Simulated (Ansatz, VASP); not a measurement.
# W: VASP beside Ansatz

```xyz
2
Lattice="0.0000 2.8485 2.8485 2.8485 0.0000 2.8485 2.8485 2.8485 0.0000" Properties=species:S:1:pos:R:3 pbc="T T T"
W     0.7121    0.7121    0.7121
W     4.9848    4.9848    4.9848
```

Alike in both runs: task single point; functional revPBE; k mesh 11 × 11 × 11; occupations fermi-dirac, width 0.1 eV; no spin polarisation.

|  | VASP | Ansatz |
| --- | --- | --- |
| version | VASP 6.6.1 | Ansatz 0.2.0 |
| potentials or method | VASP PAW PBE potentials, release 64 (W_sv) | plane waves (420 eV) with PAW, scalar-relativistic |
| plane-wave cutoff (eV) | 520 | 420 |
| valence electrons in the cell | 28 | 28 |

Ansatz gave:

- pressure (GPa): 11.3

Q: What did VASP give for the same quantities?

A: Pressure (GPa): 12.1.

Caveats: the PAW data sets were made with another functional, which shifts forces and pressure a little (VASP). Spin-orbit coupling is left out, which matters for the levels of W.
